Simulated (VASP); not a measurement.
Method: AM05 GGA, VASP's PBE PAW potentials (set 64) (plane waves; VASP).

VASP input:

### KPOINTS
```
Automatic mesh
0
Gamma
7 7 7
0 0 0
```

INCAR:
```
SYSTEM = ZnTe
PREC = Accurate; ENCUT = 520; LREAL = .FALSE.
LASPH = .TRUE.
EDIFF = 1E-6; NELM = 100; ALGO = Normal
LMAXMIX = 4
ISMEAR = 0; SIGMA = 0.05
GGA = AM
IBRION = 2; NSW = 60; ISIF = 3
EDIFFG = -0.01
LWAVE = .FALSE.; LCHARG = .FALSE.
```

### POSCAR
```
ZnTe
1
    0.0000000000     3.0500000000     3.0500000000
    3.0500000000     0.0000000000     3.0500000000
    3.0500000000     3.0500000000     0.0000000000
Zn Te
1 1
Direct
  0.0000000000   0.0000000000   0.0000000000
  0.2500000000   0.2500000000   0.2500000000
```

POTCAR, in this order: Zn Te (PBE.64 set). Program: vasp_std.

The run wrote:

File OSZICAR:
```
       N       E                     dE             d eps       ncg     rms          rms(c)
DAV:   1     0.783494537745E+02    0.78349E+02   -0.86629E+03   520   0.148E+03
DAV:   2    -0.116234228697E+01   -0.79512E+02   -0.75934E+02   560   0.255E+02
DAV:   3    -0.556614550133E+01   -0.44038E+01   -0.43904E+01   660   0.615E+01
DAV:   4    -0.562955343564E+01   -0.63408E-01   -0.63401E-01   680   0.728E+00
DAV:   5    -0.563016074850E+01   -0.60731E-03   -0.60731E-03   645   0.514E-01    0.479E+00
DAV:   6    -0.544551797766E+01    0.18464E+00   -0.68452E-01   630   0.249E+01    0.376E+00
DAV:   7    -0.543344743265E+01    0.12071E-01   -0.12807E-01   585   0.421E+00    0.151E+00
DAV:   8    -0.543252569562E+01    0.92174E-03   -0.51871E-03   643   0.713E-01    0.406E-01
DAV:   9    -0.543285324695E+01   -0.32755E-03   -0.11705E-03   583   0.383E-01    0.137E-01
DAV:  10    -0.543288939438E+01   -0.36147E-04   -0.11131E-04   610   0.115E-01    0.997E-02
DAV:  11    -0.543298214422E+01   -0.92750E-04   -0.14500E-04   540   0.752E-02    0.223E-02
DAV:  12    -0.543298492566E+01   -0.27814E-05   -0.82856E-06   648   0.398E-02    0.228E-02
DAV:  13    -0.543298509939E+01   -0.17373E-06   -0.86249E-07   390   0.792E-03
   1 F= -.54329851E+01 E0= -.54329851E+01  d E =-.543299E+01
       N       E                     dE             d eps       ncg     rms          rms(c)
DAV:   1    -0.543629049720E+01   -0.33056E-02   -0.42270E-02   635   0.404E+00    0.404E-01
DAV:   2    -0.543355294886E+01    0.27375E-02   -0.11322E-02   615   0.275E+00    0.139E-01
DAV:   3    -0.543321117877E+01    0.34177E-03   -0.31762E-04   563   0.224E-01    0.702E-02
DAV:   4    -0.543311219026E+01    0.98989E-04   -0.93566E-05   605   0.872E-02    0.265E-02
DAV:   5    -0.543310718158E+01    0.50087E-05   -0.66630E-06   638   0.284E-02    0.194E-02
DAV:   6    -0.543310425230E+01    0.29293E-05   -0.32467E-06   529   0.244E-02    0.302E-03
DAV:   7    -0.543310410788E+01    0.14443E-06   -0.45569E-07   270   0.134E-02
   2 F= -.54331041E+01 E0= -.54331041E+01  d E =-.119008E-03
```

### OUTCAR
```
------------------------ aborting loop because EDIFF is reached ----------------------------------------
  FORCE on cell =-STRESS in cart. coord.  units (eV):
  Direction    XX          YY          ZZ          XY          YZ          ZX
  --------------------------------------------------------------------------------------
  Total        0.0101806      0.0101806      0.0101806     -0.0000000      0.0000000      0.0000000
  in kB        0.2886232      0.2886232      0.2886232     -0.0000000      0.0000000      0.0000000
  external PRESSURE =       0.2886232 kB  Pullay stress =       0.0000000 kB
  volume of cell :       56.51
      direct lattice vectors                 reciprocal lattice vectors
     0.000000000  3.045841983  3.045841983    -0.164158221  0.164158221  0.164158221
     3.045841983  0.000000000  3.045841983     0.164158221 -0.164158221  0.164158221
     3.045841983  3.045841983  0.000000000     0.164158221  0.164158221 -0.164158221
 POSITION                                       TOTAL-FORCE (eV/Angst)
 -----------------------------------------------------------------------------------
      6.09168      6.09168      6.09168         0.000000      0.000000      0.000000
      1.52292      1.52292      1.52292        -0.000000     -0.000000     -0.000000
 -----------------------------------------------------------------------------------
    total drift:                               -0.000001     -0.000001     -0.000001
  FREE ENERGIE OF THE ION-ELECTRON SYSTEM (eV)
  ---------------------------------------------------
  free  energy   TOTEN  =        -5.4331041079 eV

  energy  without entropy=       -5.4331041079  energy(sigma->0) =       -5.43310411

 reached required accuracy - stopping structural energy minimisation
```
(Selected blocks of OUTCAR.)

File CONTCAR:
```
ZnTe
   1.00000000000000
     0.0000000000000000    3.0458419827965137    3.0458419827965137
     3.0458419827965137    0.0000000000000000    3.0458419827965137
     3.0458419827965137    3.0458419827965137    0.0000000000000000
  Zn              Te
     1     1
Direct
     1.0000000000000000    1.0000000000000000    1.0000000000000000
     0.2500000000000000    0.2500000000000000    0.2500000000000000
```

The compound is ZnTe in the zinc blende structure. This run relaxes it. Symmetry was kept, so distortions that lower it aren't found.
